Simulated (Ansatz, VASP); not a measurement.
Sb: VASP beside Ansatz

File INCAR:

```
SYSTEM = Sb
PREC     = Accurate       ! precision mode
ENCUT    = 520            ! plane-wave cutoff, eV
EDIFF    = 1E-7           ! SCF threshold, eV
ISMEAR   = 0              ! smearing method
SIGMA    = 0.1            ! smearing width, eV
LREAL    = .FALSE.        ! projectors in reciprocal space
LASPH    = .TRUE.         ! aspherical terms in the spheres
NELM     = 100            ! most SCF steps
ALGO     = Fast           ! electronic algorithm
ISIF     = 2              ! what is computed and relaxed
LWAVE    = .FALSE.        ! write WAVECAR
LCHARG   = .FALSE.        ! write CHGCAR
GGA      = PS             ! functional
NBANDS   = 8              ! bands
```

The input KPOINTS:

```
Automatic mesh
0
G
  6 6 6
  0 0 0
```

Contents of POSCAR:

```
Sb
1.0
    0.0000000000      2.3712425216      2.3712425216
    2.3712425216      0.0000000000      2.3712425216
    2.3712425216      2.3712425216      0.0000000000
Sb
1
Direct
    0.0000000000      0.0000000000      0.0000000000
```

Input for Ansatz:

```yaml
crystal:
  lattice:
    - [0.0, 2.3712425216, 2.3712425216]
    - [2.3712425216, 0.0, 2.3712425216]
    - [2.3712425216, 2.3712425216, 0.0]
  atoms:
    - { symbol: Sb, position: [0.0, 0.0, 0.0] }
basis:
  ecutwfc: 420
kpoints:
  mp_grid: { grid: [6, 6, 6] }
hamiltonian:
  xc: pbesol
scf:
  occupations: { method: gaussian, width: 0.1 }
output:
  forces: true
  stress: true
  eigenvalues: true
```

This isn't the form of Sb at room conditions, which is rhombohedral.

Alike in both runs: task single point; functional PBEsol; k mesh 6 × 6 × 6; occupations gaussian, width 0.1 eV; no spin polarisation.

```csv
,VASP,Ansatz
version,VASP 6.6.1,Ansatz 0.2.0
potentials or method,"VASP PAW PBE potentials, release 64 (Sb)","scalar-relativistic, plane waves, PAW"
plane-wave cutoff (eV),520,420
valence electrons in the cell,5,15
```

```tsv
	VASP	Ansatz	Ansatz less VASP
gap on the k mesh at the Fermi level (eV)	none	none	-
pressure (GPa)	-1.2	-1.2	+0.03
```

A gap of «none» marks a metal or a gap that the smearing closes. The two sets of potentials don't hold the same shells in valence.

Caveats: the k mesh is coarse (spacing up to 0.38 Å⁻¹), so the values aren't converged; the PAW data sets were made with another functional, which shifts forces and pressure a little (VASP). The runs have no spin-orbit coupling, so splittings on Sb are missing.
